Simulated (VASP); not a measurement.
The system is CaSe.

```xyz
2
Lattice="0.0000 3.3000 3.3000 3.3000 0.0000 3.3000 3.3000 3.3000 0.0000" Properties=species:S:1:pos:R:3 pbc="T T T"
Se    1.6500    1.6500    1.6500
Ca    0.0000    0.0000    0.0000
```

The cell comes from a database or a generator and needn't be the stable form of this composition.

```yaml
Program: VASP 6.6.1
Task: relaxation of cell and atoms
Functional: BLYP
Dispersion: D4
Potentials_or_basis: VASP PAW PBE potentials, release 64 (Se, Ca_sv)
Cutoff: 600 eV
k_mesh: 7 × 7 × 7
Occupations: gaussian, width 0.05 eV
Spin: no spin polarisation
```

At the start: pressure -1.1 GPa; volume 35.94 Å³/atom.

Problem. How do energy, volume and symmetry change on relaxing?

Solution. Over 14 steps the energy falls by 4.3 meV/atom and the volume is 34.68 Å³/atom (-3.5 %); space group F-43m (No. 216, to 0.05 Å).

The path:
```tsv
step	energy change (eV)	largest force (eV/Å)	pressure (GPa)	volume (Å³)
1	0.0000	0.0000	-1.12	71.87
2	-0.0018	0.0000	-1.01	71.60
3	-0.0046	0.0000	-0.78	71.09
4	-0.0073	0.0000	-0.47	70.40
5	-0.0086	0.0000	-0.09	69.61
6	-0.0080	0.0000	0.32	68.81
7	-0.0081	0.0000	0.31	68.83
8	-0.0081	0.0000	0.29	68.86
9	-0.0082	0.0000	0.26	68.91
10	-0.0083	0.0000	0.23	68.98
11	-0.0084	0.0000	0.19	69.05
12	-0.0085	0.0000	0.14	69.14
13	-0.0086	0.0000	0.09	69.24
14	-0.0087	0.0000	0.04	69.35
```

Final structure:
```yaml
crystal:
  lattice:
    - [0.00000, 3.26092, 3.26092]
    - [3.26092, 0.00000, 3.26092]
    - [3.26092, 3.26092, 0.00000]
  atoms:
    - { symbol: Se, position: [0.25000, 0.25000, 0.25000] }
    - { symbol: Ca, position: [0.00000, 0.00000, 0.00000] }
```

Caveat: the PAW data sets were made with another functional, which shifts forces and pressure a little.
